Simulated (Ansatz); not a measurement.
TiAl under changes of volume

One of the cells (16.653 Å³/atom); the others are scaled copies at fixed shape and fractional positions:

```
Ti Al
1.0
     2.86726    0.00000    0.00000
    -1.43363    2.48312    0.00000
     0.00000    0.00000    4.67808
Ti Al
1 1
Cartesian
  0.0000 0.0000 0.0000
  0.0000 1.6554 2.3390
```

The cell comes from a database or a generator and needn't be the stable form of this composition.

* Program: Ansatz 0.2.0
* Functional: LDA
* Potentials or basis: all-electron LAPW, scalar-relativistic
* Cutoff: 225 eV (chosen from the basis error)
* Basis error allowed: 0.001 eV/atom
* k mesh: 11 × 11 × 6
* Occupations: fermi-dirac, width 0.05 eV
* Spin: no spin polarisation

```csv
volume (Å³/atom),energy over the lowest point (meV/atom),pressure (GPa)
15.654,0.00,0.4
15.987,1.83,-2.0
16.320,8.40,-4.2
16.653,19.25,-6.1
16.986,?,?
17.320,52.18,-9.5
17.653,73.53,-10.9
```

Question: What does the run at 16.986 Å³/atom give?

Answer: Energy over the lowest point 33.97 meV/atom; pressure -7.9 GPa.

Worked out: A Birch-Murnaghan fit of order 3 (a polynomial in V^(-2/3)) to the other rows has its minimum at 15.70 Å³/atom with B0 = V·E''(V) = 117 GPa and B' = 3.8 at fixed shape and positions, which overstates the stiffness. It gives 33.94 meV/atom at 16.986 Å³/atom, against the run's 33.97, and -dE/dV = -7.9 GPa, against -7.9.

Energies are extrapolated to zero smearing.
